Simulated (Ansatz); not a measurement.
# How far is PAW off for Ag?

```
Ag
1.0
     0.00000    2.04310    2.04310
     2.04310    0.00000    2.04310
     2.04310    2.04310    0.00000
Ag
1
Cartesian
  0.0000 0.0000 0.0000
```

The cell is COD entry 9008459, as deposited and not checked against the literature; nothing was relaxed.

Levels of theory: DFT, PBE, PAW with Ansatz's default frozen-core files, scalar-relativistic (Ansatz 0.2.0); DFT, PBE, all-electron LAPW, scalar-relativistic (Ansatz 0.2.0).

For PAW: a Γ-centred 15×15×15 k mesh, Fermi–Dirac smearing of 0.05 eV, cutoff 420 eV, no spin polarisation. LAPW targets a basis error of 1 meV/atom. The Ansatz runs share mesh, smearing and spin set-up. Plane-wave (PAW) pressures include the program's estimate of the Pulay term.

Stress and pressure are positive in compression.

Levels count from the Fermi level.

PAW results:

| quantity | PAW |
| --- | --- |
| pressure (GPa) | 4.56 |
| highest filled level at L (eV) | -0.559 |
| lowest empty level at L (eV) | 3.457 |
| highest filled level at Γ (eV) | -3.900 |
| lowest empty level at Γ (eV) | 15.735 |
| highest filled level at U (eV) | -3.177 |
| lowest empty level at U (eV) | 4.140 |

(1) What does LAPW (all electrons) give for the same quantities?

## Answers

(1) 
```tsv
quantity	LAPW
pressure (GPa)	4.54
highest filled level at L (eV)	-0.559
lowest empty level at L (eV)	3.457
highest filled level at Γ (eV)	-3.901
lowest empty level at Γ (eV)	15.727
highest filled level at U (eV)	-3.178
lowest empty level at U (eV)	4.140
```
